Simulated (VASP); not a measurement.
A run of VASP 6.6.1 is set up as follows.

Contents of INCAR:

```
SYSTEM = Tm
  PREC = Accurate
  ENCUT = 600
  EDIFF = 1E-6
  ISMEAR = 1
  SIGMA = 0.1
  LREAL = .FALSE.
  LASPH = .TRUE.
  NELM = 100
  ALGO = Normal
  ISIF = 3
  LWAVE = .FALSE.
  LCHARG = .FALSE.
  ISPIN = 2
  MAGMOM = 0.56
  LORBIT = 11
  LMAXMIX = 6
  LDAU = .TRUE.
  LDAUTYPE = 2
  LDAUL = 3
  LDAUU = 5
  LDAUJ = 1
  LDAUPRINT = 1
  GGA = CA
  IBRION = 2
  NSW = 40
  EDIFFG = -0.01
```

KPOINTS

```
regular mesh
0
G
  9 9 9
  0 0 0
```

File POSCAR:

```
Tm
1.0
    0.0000000000      2.4680255249      2.4680255249
    2.4680255249      0.0000000000      2.4680255249
    2.4680255249      2.4680255249      0.0000000000
Tm
1
Direct
    0.0000000000      0.0000000000      0.0000000000
```

Potentials or basis: VASP PAW PBE potentials, release 64 (Tm_3), 4f in core.

Run with:

```bash
$ cat potpaw_PBE.64/Tm_3/POTCAR > POTCAR
$ mpirun -np 1 vasp_std > vasp.out
```

Question: Predict the space group after relaxing (to 0.05 Å).

Answer: Fm-3m (No. 225).

Question: What does it give for the relaxed cell?

Answer: a = 3.362 Å, b = 3.362 Å, c = 3.362 Å, α = 60.00°, β = 60.00°, γ = 60.00°.

Final structure:
```
Tm
1.0
     0.00000    2.37715    2.37715
     2.37715    0.00000    2.37715
     2.37715    2.37715    0.00000
Tm
1
Direct
  0.00000 0.00000 0.00000
```

Caveat: the magnetic or orbital state may not be the lowest; U is put on an f shell that these potentials keep in the core, so it has next to no effect. The state reached can hang on the start; a lower one may exist.
